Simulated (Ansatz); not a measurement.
# Tc(0001) / 1 layer Ru(0001) / Tc(0001): resistance against film thickness

Aim: what a thin film of another metal adds to the resistance, first Tc(0001) / 1 layer Ru(0001) / Tc(0001).

Calculated with Ansatz 0.2.0; Ansatz plane-wave DFT, PBE, PAW files; ballistic transport by layer matching (Landauer), zero bias; PAW set ansatz+soft_1.

### Step 1. The starting structure

The cell holds 10 atoms: 9 Tc and 1 Ru. Its edges and angles: a = 2.740 Å, b = 2.740 Å, c = 21.879 Å, α = 90.0°, β = 90.0°, γ = 120.0°. It derives from Tc and Ru. Regions: lead, 9 atoms (9 Tc); films, 1 atom (1 Ru). The structure is stacked along c, and the current runs across the ab planes.

### Step 2. With 1 layer

The film is laid into the lead at the lead's in-plane lattice, and the cell closes on the lead's own image. The mesh across the current, 30×30, is finer than the density's, because channels open and close sharply across the zone. Energies from -1 to 1 eV in steps of 0.036 eV cover the slope of the Fermi function at 300 K, so the program can form a conductance.

input.yaml reads:

```yaml
crystal:
  lattice:
    - [2.74, 0.0, 0.0]
    - [-1.37, 2.3729096064, 0.0]
    - [0.0, 0.0, 21.8788379343]
  atoms:
    - { symbol: Tc, position: [0.3333333333, 0.6666666667, 0.0502540402] }
    - { symbol: Tc, position: [0.6666666667, 0.3333333333, 0.1507621205] }
    - { symbol: Tc, position: [0.3333333333, 0.6666666667, 0.2512702008] }
    - { symbol: Tc, position: [0.6666666667, 0.3333333333, 0.3517782811] }
    - { symbol: Ru, position: [0.3333333333, 0.6666666667, 0.4497459598] }
    - { symbol: Tc, position: [0.6666666667, 0.3333333333, 0.5477136386] }
    - { symbol: Tc, position: [0.3333333333, 0.6666666667, 0.6482217189] }
    - { symbol: Tc, position: [0.6666666667, 0.3333333333, 0.7487297992] }
    - { symbol: Tc, position: [0.3333333333, 0.6666666667, 0.8492378795] }
    - { symbol: Tc, position: [0.6666666667, 0.3333333333, 0.9497459598] }
kpoints:
  mp_grid: { grid: [16, 16, 2] }
hamiltonian:
  xc: pbe
  pseudopotentials: { kind: paw, azcp: { Ru: "soft_1/Ru.paw.azcp" } }
scf:
  occupations: { method: fermi_dirac, width: 0.1 }
output:
  transmission: { leads: [[0, 2]], kmesh: [30, 30], e_range: [-1.0, 1.0], de: 0.036 }
  write_potential: true
  write_density: true
  volumetric_format: npy
  elf: true
```

The run is started by

```sh
ansatz run input.yaml --threads 4 --pin off --max-ram 8192MiB --backend cpu --events-out ev --progress --plain --runs-dir out
```

Numbers of over 12 decimals in the logs are rounded to 6 here.

Log:

```text
Engine: ansatz 0.2.0, x86_64-unknown-linux-gnu
Pseudopotentials: kind: paw
Pseudopotential: Tc, paw, valence charge 15, recommended cutoff 500 eV (normal), Tc.paw.azcp
Pseudopotential: Ru, paw, valence charge 16, recommended cutoff 420 eV (normal), soft_1/Ru.paw.azcp
Functional definition: PBE
  parameter kappa = 0.804
  parameter beta = 0.066725
  exchange = pbe_x(kappa = kappa, mu = beta*pi^2/3)
  correlation = pbe_c(beta = beta)
Crystal: 10 atoms, lattice volume = 142.251 Å³
Basis set: ecut = 500 eV, 3511 PW (Γ)
Bands: 91, of which v1, the nominal top of the filled ones, is band 76 counted from 1 (75 counted from 0)
Symmetry: 12 space group operations
Space group: P-6m2 (ITA 187), of the structure as read, at distance tolerance 5.2e-5 Å
k-points: 60 of 512 (time reversal used)
Non-local potential: Tc, projectors of the file, l = 0: 3, l = 1: 3, l = 2: 2, l = 3: 2
Non-local potential: Ru, projectors of the file, l = 0: 3, l = 1: 2, l = 2: 2, l = 3: 1
PAW form: soft (Blöchl's): semilocal exchange-correlation on the pseudo side does not see the compensation charge
PAW one-centre angular grid: Tc, 590 points (default); XC on 64 Gauss nodes
PAW one-centre angular grid: Ru, 590 points (default); XC on 64 Gauss nodes
Initial density: superposition of atomic densities (chi_scale 0.1, normalization cell, long waves of neutral atoms (reshape's long-wave potential 4.46 eV rms, cloud 2.93 Å wide))
Initial wavefunctions: pseudopotential atomic-orbital guess
Functional: x = pbe(κ = 0.804, μ = 0.219515), c = pbe(β = 0.066725)
SCF iter   1: F=—  HF=-54479.191214 eV  |F-HF|=—  |Δ(HF+E_count)|=         —  Δρ=2.08e-1  dr2=8.46e2  ethr=3.10e-3  ⟨swp⟩=5.0  Hψ=16825  notcnv=0
preconditioner: auto → Kerker (q_TF=auto, 2.756 Å⁻¹)  [metal: Δε(μ)=0.006 eV  Ē_g=5.001 eV  σ=0.100 eV  W_gap=0.02  n_scr=48 (ndim 8)  ℏωp=26.2 eV  f_vac=0.000  D(μ)=8.58/eV (n_scr^D=100)]
SCF iter   2: F=—  HF=-54463.036971 eV  |F-HF|=—  |Δ(HF+E_count)|=    1.62e1  Δρ=6.41e-2  dr2=8.87e1  ethr=3.10e-3  ⟨swp⟩=3.5  Hψ=12460  notcnv=0  defer=24
SCF iter   3: F=—  HF=-54461.570218 eV  |F-HF|=—  |Δ(HF+E_count)|=    1.47e0  Δρ=2.75e-2  dr2=1.33e0  ethr=3.10e-3  ⟨swp⟩=3.2  Hψ=10827  notcnv=0  defer=23
SCF iter   4: F=—  HF=-54461.441404 eV  |F-HF|=—  |Δ(HF+E_count)|=   1.29e-1  Δρ=1.18e-2  dr2=9.05e-1  ethr=8.84e-4  ⟨swp⟩=2.4  Hψ=11171  notcnv=0  defer=23
SCF iter   5: F=—  HF=-54461.411624 eV  |F-HF|=—  |Δ(HF+E_count)|=   2.98e-2  Δρ=4.45e-3  dr2=1.91e-1  ethr=6.00e-4  ⟨swp⟩=1.6  Hψ=5677  notcnv=0  defer=22
SCF iter   6: F=—  HF=-54461.406453 eV  |F-HF|=—  |Δ(HF+E_count)|=   5.17e-3  Δρ=8.00e-4  dr2=1.47e-2  ethr=1.27e-4  ⟨swp⟩=1.0  Hψ=5509  notcnv=0  defer=22
SCF iter   7: F=—  HF=-54461.406179 eV  |F-HF|=—  |Δ(HF+E_count)|=   2.73e-4  Δρ=3.46e-4  dr2=4.44e-4  ethr=9.71e-6  ⟨swp⟩=1.1  Hψ=5512  notcnv=0  defer=22
SCF iter   8: F=—  HF=-54461.406145 eV  |F-HF|=—  |Δ(HF+E_count)|=   3.44e-5  Δρ=1.94e-4  dr2=6.90e-5  ethr=2.94e-7  ⟨swp⟩=2.0  Hψ=6673  notcnv=0  defer=22
SCF iter   9: F=—  HF=-54461.406135 eV  |F-HF|=—  |Δ(HF+E_count)|=   1.01e-5  Δρ=1.85e-5  dr2=5.49e-7  ethr=4.57e-8  ⟨swp⟩=2.0  Hψ=9537  notcnv=0  defer=22
SCF iter  10: F=-54461.406135 eV  HF=-54461.406135 eV  |F-HF|=4.65e-8  |Δ(HF+E_count)|=   9.63e-8  Δρ=2.04e-6  dr2=4.88e-8  ethr=6.62e-11  ⟨swp⟩=7.8  Hψ=17767  notcnv=0
SCF 1 converged in 10 iterations: F = -54461.406135 eV  dr2 = 4.88e-8
  greatest PAW one-centre occupation: 1.000 electrons in one spin orbital (limit 2), on the Ru atom at site 4 (counted from 0), in its partial waves of l = 0
transmission: 368 of 3640 steps passed
transmission: 728 of 3640 steps passed
[...]
transmission: 3640 of 3640 steps passed
SCF converged after 10 iterations
Free energy (F): -54461.406135 eV
Harris-Foulkes:  -54461.406135 eV  (|F-HF|=4.65e-8)
Internal energy: -54461.076681 eV  (E = F + TS)
E sigma→0 (E₀):  -54461.241408 eV
Entropy (-TS):   -0.329454 eV (-32.945 meV/atom)
Fermi energy:    22.468875 eV
--- Per-component energies (eV) ---
  E_band       = -490.465282
  E_kinetic    = 6075.571473
  E_local      = -12043.144370  (includes V_loc(G=0)·N_el)
  E_nonlocal   = 2987.414314
  E_hartree    = 3365.440956
  E_xc         = -2327.202267
  E_vxc        = -2872.006414  (∫ρ·V_xc dr)
  E_paw        = -33006.026061  (= ΣΔE_a)
  E_vpaw       = -1369.183982  (= ΣTr[D̂ρ^β])
  E_aug_tail   = 0.000394  (compensation charges beyond the density's cutoff)
  E_ewald      = -19513.131119
  E_smearing   = -0.329454  (= −TS)
  E_closure    = -0.000000  (closes the sum)
  Σ components = -54461.406135   (vs F -54461.406135, Δ=0.00e0)
--- Band table (eV; the first three rows and the last of 60) ---
  k-point 0: bands = [... 72 lower, 21.2742, 21.3679, 21.3679, 21.5920, 21.5920, 22.0723, 22.0723, 22.6654, ... 11 higher]
  k-point 1: bands = [... 72 lower, 21.4643, 21.4643, 21.5604, 21.5604, 21.9462, 22.0037, 22.1165, 22.1165, ... 11 higher]
  k-point 2: bands = [... 72 lower, 21.3239, 21.3831, 21.4742, 21.5100, 21.7084, 21.9359, 22.0001, 22.4964, ... 11 higher]
  k-point 59: bands = [... 72 lower, 22.2825, 22.3075, 22.3442, 22.3517, 23.3118, 23.3736, 24.1137, 24.5485, ... 11 higher]
--- Transmission ---
  basis      : 61 plane waves across, 40 finite elements along
  points     : 91, standing for a mesh of 30 x 30
  filling    : by the input's occupations and mesh, since the crystals that have channels conduct as metals do. If one of these is a semiconductor, that mesh has misplaced its level
  energies   : 56 from -1.000000 to 0.980000 eV about the Fermi level, 0.036000 eV apart; the leads are filled to 0.000000 eV, and channels, transmission and decay are at 0.008000 eV
  crystal 0  : Tc2, at the sites [0, 2], period 4.3980 Å, over 19.79 Å; its Hamiltonian steps by up to 1.9 meV
    offset         : up to 0.0000 Å between an atom of the period and one for which it stands
    filled         : 11.4 meV over the level at which it is neutral
    channels       : 1.482222e0 a spin
    conductance    : 1.7619e15 S/m² at 300 K; may be off by some 0.0 % by where its bands' edges are placed, 4.4 % from the k-mesh, 0.0 % from the distance to neutral
    slowest decay  : 0.0578 /Å at (0.1000, 0.1000)
  junction   : crystal 0 to crystal 0, 0.00 to 17.48 Å
    transmission   : 1.222206e0 a spin
    conductance    : 1.4469e15 S/m² at 300 K (1.4473e15 on every other point, 1.4431e15 on every other energy)
    error estimate : 0.3 % from the energy spacing and 0.0 % from band edges of the leads and from resonances (wavevectors taken as independent; lower de), 3.8 % from the k-mesh, 0.8 % from the steps of its leads' Hamiltonians or their offsets (lay more layers), 0.1 % from the distance to neutral
    resistance     : 1.2383e-4 Ω µm² beyond half of each lead's own
```

Wall time 2.2 min (4 threads of Intel Xeon Platinum 8488C (Sapphire Rapids), shared host); peak memory 1.1 GiB.

Numbers from this step:

| Quantity | Value |
| --- | --- |
| free energy | -54461.4061 eV |
| energy at zero smearing | -54461.2414 eV |
| Fermi energy | 22.47 eV |
| cell area | 6.502 Å² |
| step of the lead's potential | 1.9 meV |
| ballistic conductance of the lead | 1.76e15 S/m² |
| estimated errors of the lead's conductance | 0, 4.4, 0 % (band edges, k-mesh, distance from neutral) |
| lead conductance per cell | 1.478 G₀ |
| conductance of the junction | 1.45e15 S/m² |
| junction conductance per cell | 1.214 G₀ |
| estimated errors of the junction's conductance | 0.3, 0, 3.8, 0.8, 0.1 % (energy step, band edges, k-mesh, leads' steps, distance from neutral) |
| area resistance that the stack adds (contact term taken off, spin by spin) | 0.1238 fΩ m² |

Per spin. The transmission, zone mean by energy, zero at the Fermi level:

energy (eV), transmission, zone mean and a bar from the least value:
```
   -1.000       1.03 #
   -0.964       1.05 ##
   -0.892       1.03 
   -0.820       1.09 ########
   -0.712       1.19 ####################
   -0.640       1.20 #####################
   -0.532       1.25 ###########################
   -0.496       1.27 ##############################
   -0.424       1.24 ###########################
   -0.352       1.23 #########################
   -0.244       1.21 ######################
   -0.136       1.22 #######################
   -0.064       1.22 #######################
    0.008       1.22 ########################
    0.044       1.22 #######################
    0.116       1.16 #################
    0.224       1.19 ####################
    0.296       1.19 ####################
    0.332       1.19 ####################
    0.404       1.14 ##############
    0.512       1.14 ##############
    0.620       1.19 ####################
    0.692       1.16 ################
    0.800       1.14 ##############
    0.872       1.12 ###########
    0.980       1.10 #########
```

Per spin. Open channels, zone mean, lead against energy, zero at the Fermi level:

| energy (eV) | open channels, zone mean, lead |
| --- | --- |
| -1.000 | 1.56 |
| -0.892 | 1.58 |
| -0.820 | 1.64 |
| -0.712 | 1.71 |
| -0.640 | 1.72 |
| -0.532 | 1.73 |
| -0.424 | 1.64 |
| -0.352 | 1.63 |
| -0.244 | 1.56 |
| -0.136 | 1.51 |
| -0.064 | 1.49 |
| 0.008 | 1.48 |
| 0.044 | 1.48 |
| 0.116 | 1.44 |
| 0.224 | 1.48 |
| 0.332 | 1.43 |
| 0.404 | 1.42 |
| 0.512 | 1.36 |
| 0.620 | 1.44 |
| 0.692 | 1.43 |
| 0.800 | 1.40 |
| 0.872 | 1.36 |
| 0.980 | 1.35 |

Transmission over k1 and k2. At 0.0080 eV from the Fermi level.

Values, 12 rows by 16 columns, each cell a mean:
```
2.83 2.86 1.66 0.95 0.98 0.97 0.99 2.58 2.87 2.79 1.76 0.94 0.99 0.98 1.22 2.41
1.24 1.91 1.90 1.09 0.96 0.87 0.96 1.15 2.40 1.66 1.02 0.94 0.99 0.99 0.97 1.05
0.99 0.99 0.98 0.56 0.37 0.80 0.57 0.65 0.51 0.89 0.99 0.99 0.99 0.99 0.99 0.99
0.98 0.98 0.91 0.60 0.98 1.13 0.68 0.96 1.09 0.70 0.85 0.95 0.98 0.97 0.92 0.95
1.62 1.13 0.97 0.61 0.70 0.72 0.61 0.86 0.87 0.66 0.67 0.70 0.95 0.92 1.93 2.49
2.86 2.65 1.76 0.68 0.80 1.05 0.74 1.94 1.75 1.00 0.95 0.98 0.49 1.48 2.80 2.87
2.82 2.81 1.89 0.92 0.62 0.92 0.66 0.94 1.68 1.31 0.68 0.83 0.68 0.76 1.44 2.38
1.46 1.75 0.99 0.95 0.94 0.75 0.66 0.83 0.93 0.73 0.96 0.81 0.66 0.83 0.99 0.90
0.99 0.95 0.96 0.99 0.98 0.98 0.75 0.76 0.80 0.68 0.69 1.06 0.52 0.72 0.99 0.98
0.98 0.99 0.99 0.99 0.99 0.96 0.91 0.92 0.96 0.63 0.77 0.60 0.62 1.20 0.98 0.89
1.84 1.11 0.97 0.99 0.96 1.00 1.87 2.74 2.49 1.20 0.99 0.99 0.99 1.20 2.77 2.36
2.85 2.42 1.08 0.99 0.99 1.03 2.25 2.86 2.87 2.29 0.98 0.98 0.98 0.93 2.15 2.87
```
Columns: k1 (b1) from -0.5 to 0.467; rows upwards: k2 (b2) from -0.5 to 0.467.

Open channels over k1 and k2. At 0.0080 eV from the Fermi level.

Values, 12 rows by 16 columns, each cell a mean:
```
3.00 3.00 1.91 1.00 1.00 1.00 1.11 2.81 3.00 3.00 2.33 1.00 1.00 1.00 1.53 2.81
1.40 2.15 2.07 1.16 1.00 1.00 1.00 1.21 2.63 1.88 1.27 1.00 1.00 1.00 1.00 1.21
1.00 1.00 1.00 1.00 1.08 1.67 1.53 1.21 1.00 1.00 1.00 1.00 1.00 1.00 1.00 1.00
1.00 1.00 1.00 1.32 1.61 1.40 0.95 1.43 1.59 1.21 1.27 1.00 1.00 1.00 1.00 1.00
1.83 1.24 1.00 1.43 1.13 1.08 1.03 1.40 1.40 0.87 1.43 1.16 1.00 1.05 2.36 3.00
3.00 2.84 1.91 1.16 1.43 1.43 1.13 3.00 2.81 1.53 1.35 1.51 1.00 1.69 3.00 3.00
3.00 3.00 2.12 1.00 1.16 1.43 1.05 1.43 2.60 1.96 1.13 1.19 1.32 1.00 1.53 2.60
1.77 2.20 1.16 1.00 1.00 1.43 1.43 1.21 1.40 1.03 1.48 1.05 1.69 1.27 1.00 1.00
1.00 1.00 1.00 1.00 1.00 1.00 1.00 1.43 1.37 0.97 1.15 1.68 1.21 1.00 1.00 1.00
1.00 1.00 1.00 1.00 1.00 1.00 1.00 1.00 1.43 1.08 1.55 1.12 1.00 1.43 1.00 1.00
2.20 1.29 1.00 1.00 1.00 1.16 2.25 3.00 2.63 1.29 1.00 1.00 1.00 1.27 3.00 2.57
3.00 2.84 1.21 1.00 1.00 1.16 2.68 3.00 3.00 2.52 1.11 1.00 1.00 1.05 2.36 3.00
```
Columns: k1 (b1) from -0.5 to 0.467; rows upwards: k2 (b2) from -0.5 to 0.467.

ELF in the ca plane at fractional y = 0.667, with atoms of Tc and Ru within 0.2 Å of it. It is the smooth field of the valence electrons, not physical close to the nuclei.

Values, 5 rows by 16 columns, each cell a mean:
```
0.28 0.29 0.40 0.29 0.30 0.30 0.30 0.38 0.27 0.28 0.26 0.43 0.27 0.28 0.29 0.40
0.38 0.28 0.32 0.28 0.33 0.33 0.29 0.31 0.29 0.34 0.27 0.34 0.27 0.38 0.28 0.32
0.65 0.41 0.31 0.32 0.56 0.54 0.31 0.30 0.41 0.55 0.32 0.29 0.35 0.65 0.41 0.31
0.59 0.44 0.34 0.33 0.55 0.54 0.33 0.33 0.42 0.56 0.33 0.33 0.38 0.59 0.44 0.34
0.51 0.31 0.27 0.28 0.42 0.40 0.28 0.27 0.33 0.42 0.28 0.27 0.29 0.51 0.31 0.27
```
Columns run along c (16.0 Å, from fractional 0.04 to 0.77 of the cell), rows up along a (2.7 Å). Atoms in or near the plane, at fractional coordinates: Tc at (0.05, 0.33), Tc at (0.25, 0.33), Ru at (0.45, 0.33), Tc at (0.65, 0.33).

Valence density in the ca plane at fractional y = 0.667, with atoms of Tc and Ru within 0.2 Å of it. It is the smooth field of the valence electrons, not physical close to the nuclei.

Ten even steps from '0' (0 e/Å³) to '9' (11 e/Å³), each cell a mean:
```
00000001000000000001000000000001000000000001
00000001000000000001000000000001000000000001
01000000000001000000000001000000000001000000
24310000000024310000000034300000000134200000
56620000000156620000000169620000000266510000
56620000000156620000000169620000000266510000
34310000000034310000000035310000000135300000
01000000000001000000000001000000000001000000
```
Columns run along c (16.0 Å, from fractional 0.04 to 0.77 of the cell), rows up along a (2.7 Å). Atoms in or near the plane, at fractional coordinates: Tc at (0.05, 0.33), Tc at (0.25, 0.33), Ru at (0.45, 0.33), Tc at (0.65, 0.33).

Electrostatic potential energy in the ca plane at fractional y = 0.667, with atoms of Tc and Ru within 0.2 Å of it. With pseudopotentials it is smooth inside the atoms' cores, unlike the true potential.

Ten even steps from '0' (-112 eV) to '9' (23 eV), each cell a mean:
```
99999987899999999987899999999987899999999987
99999987899999999987899999999987899999999987
88899998999988899998999988899998999988899998
63589999999863589999999864589999999853689999
20169999999720169999999732369999999610279999
20169999999720169999999732369999999610279999
52479999999852479999999854589999999842589999
87899999999987899999999987899999999987899999
```
Columns run along c (16.0 Å, from fractional 0.04 to 0.77 of the cell; values clipped at the 3rd and 97th percentile), rows up along a (2.7 Å). Atoms in or near the plane, at fractional coordinates: Tc at (0.05, 0.33), Tc at (0.25, 0.33), Ru at (0.45, 0.33), Tc at (0.65, 0.33).

The lead's potential steps by 1.9 meV from period to period, small in itself. The program estimates the junction's conductance to 3.8 % from the k-mesh, 0.1 % from the leads' distance from neutral and 0.8 % from their steps.

By hand: 1/G − 1/G_lead = 1/1.447 − 1/1.762 = 0.124 fΩ m² with G in 10¹⁵ S/m².

### Step 3. With 3 layers, k-mesh 16×16×1, film layers 3

The stack now holds 3 film layers; the k-mesh follows the cell, and the energies span -0.27 to 0.27 eV.

System of this step: Tc(0001) / 3 layers Ru(0001) / Tc(0001). The cell holds 12 atoms: 9 Tc and 3 Ru. Its edges and angles: a = 2.740 Å, b = 2.740 Å, c = 26.055 Å, α = 90.0°, β = 90.0°, γ = 120.0°. It derives from Tc and Ru. Regions: lead, 9 atoms (9 Tc); films, 3 atoms (3 Ru). The structure is stacked along c, and the current runs across the ab planes.

input.yaml reads:

```yaml
crystal:
  lattice:
    - [2.74, 0.0, 0.0]
    - [-1.37, 2.3729096064, 0.0]
    - [0.0, 0.0, 26.0545138029]
  atoms:
    - { symbol: Tc, position: [0.3333333333, 0.6666666667, 0.0421999815] }
    - { symbol: Tc, position: [0.6666666667, 0.3333333333, 0.1265999444] }
    - { symbol: Tc, position: [0.3333333333, 0.6666666667, 0.2109999074] }
    - { symbol: Tc, position: [0.6666666667, 0.3333333333, 0.2953998704] }
    - { symbol: Ru, position: [0.3333333333, 0.6666666667, 0.3776665741] }
    - { symbol: Ru, position: [0.6666666667, 0.3333333333, 0.4578000185] }
    - { symbol: Ru, position: [0.3333333333, 0.6666666667, 0.537933463] }
    - { symbol: Tc, position: [0.6666666667, 0.3333333333, 0.6202001667] }
    - { symbol: Tc, position: [0.3333333333, 0.6666666667, 0.7046001296] }
    - { symbol: Tc, position: [0.6666666667, 0.3333333333, 0.7890000926] }
    - { symbol: Tc, position: [0.3333333333, 0.6666666667, 0.8734000556] }
    - { symbol: Tc, position: [0.6666666667, 0.3333333333, 0.9578000185] }
kpoints:
  mp_grid: { grid: [16, 16, 1] }
hamiltonian:
  xc: pbe
  pseudopotentials: { kind: paw, azcp: { Ru: "soft_1/Ru.paw.azcp" } }
scf:
  occupations: { method: fermi_dirac, width: 0.1 }
output:
  transmission:
    leads: [[0, 2]]
    kmesh: [30, 30]
    e_range: [-0.27, 0.27]
    de: 0.036
  write_potential: true
  write_density: true
  volumetric_format: npy
```

Log:

```text
[...]
Crystal: 12 atoms, lattice volume = 169.401 Å³
Basis set: ecut = 500 eV, 4199 PW (Γ)
Bands: 110, of which v1, the nominal top of the filled ones, is band 92 counted from 1 (91 counted from 0)
Symmetry: 12 space group operations
[...]
k-points: 30 of 256 (time reversal used)
[...]
--- Transmission ---
  basis      : 61 plane waves across, 48 finite elements along
  points     : 91, standing for a mesh of 30 x 30
[...]
filled         : 4.2 meV over the level at which it is neutral
    channels       : 1.482222e0 a spin
[...]
slowest decay  : 0.0553 /Å at (0.1000, 0.1000)
  junction   : crystal 0 to crystal 0, -0.00 to 21.66 Å
    transmission   : 1.119814e0 a spin
[...]
resistance     : 1.8373e-4 Ω µm² beyond half of each lead's own
[key lines of the parts left out:]
SCF converged after 10 iterations
Free energy (F): -66218.882870 eV
Fermi energy:    22.606447 eV
```

Elapsed: 89 s, on 4 threads; peak memory 1.2 GiB; 4.6 min of CPU time.

This step gave:

| Property | Result |
| --- | --- |
| free energy | -66218.8829 eV |
| energy at zero smearing | -66218.6949 eV |
| Fermi energy | 22.61 eV |
| step of the lead's potential | 2.2 meV |
| conductance of the junction | 1.33e15 S/m² |
| junction conductance per cell | 1.117 G₀ |
| estimated errors of the junction's conductance | 0.1, 0, 3.2, 1, 0.2 % (energy step, band edges, k-mesh, leads' steps, distance from neutral) |
| area resistance that the stack adds (contact term taken off, spin by spin) | 0.1837 fΩ m² |

Per spin. Transmission, zone mean against energy, zero at the Fermi level:

| energy (eV) | transmission, zone mean |
| --- | --- |
| -0.270 | 1.14 |
| -0.234 | 1.14 |
| -0.198 | 1.15 |
| -0.162 | 1.12 |
| -0.126 | 1.13 |
| -0.090 | 1.14 |
| -0.054 | 1.14 |
| -0.018 | 1.12 |
| 0.018 | 1.12 |
| 0.054 | 1.07 |
| 0.090 | 1.08 |
| 0.126 | 1.05 |
| 0.162 | 1.04 |
| 0.198 | 1.07 |
| 0.234 | 1.10 |
| 0.270 | 1.07 |

The conductance of the junction is 1.3e15 S/m², 8.0 % under the 1.4e15 S/m² of the last finished run.

(Part 1 of 2 ends here.)

[Logs are printed without paths, hosts, clocks, repeated set-up lines and the standing remarks that a program may print on its own settings, such as how far it seeks lower states.]

[Hosts, paths, dates, database ids (printed as entryN), source tags and the programs' standing remarks are cut or masked in the printed files.]
